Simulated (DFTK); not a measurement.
The system is GaN.

```
CELL_PARAMETERS angstrom
3.18000 0.00000 0.00000
-1.59000 2.75396 0.00000
0.00000 0.00000 5.16600
ATOMIC_POSITIONS crystal
Ga 0.66667 0.33333 0.50000
Ga 0.33333 0.66667 0.00000
N 0.66667 0.33333 0.87500
N 0.33333 0.66667 0.37500
```

Base run:

- Program: DFTK 0.8.2
- Functional: AM05
- Potentials or basis: SG15 1.2 (PBE)
- Cutoff: 1225 eV
- k mesh: 9 × 9 × 4
- Occupations: fermi-dirac, width 0.05 eV
- Spin: no spin polarisation

Its results: band gap on the k mesh 1.94 eV, direct; pressure 2.1 GPa; largest force 0.134 eV/Å.

**Question.** The run is repeated on the same cell with these changes: functional from AM05 to PBE. What comes out?

**Answer.** Band gap on the k mesh 2.03 eV, direct; pressure 7.6 GPa; largest force 0.138 eV/Å.

PBE binds less tightly than AM05, so the same cell stands under more pressure.

Caveats: the potentials were made for another functional, which shifts forces and pressure (some runs).

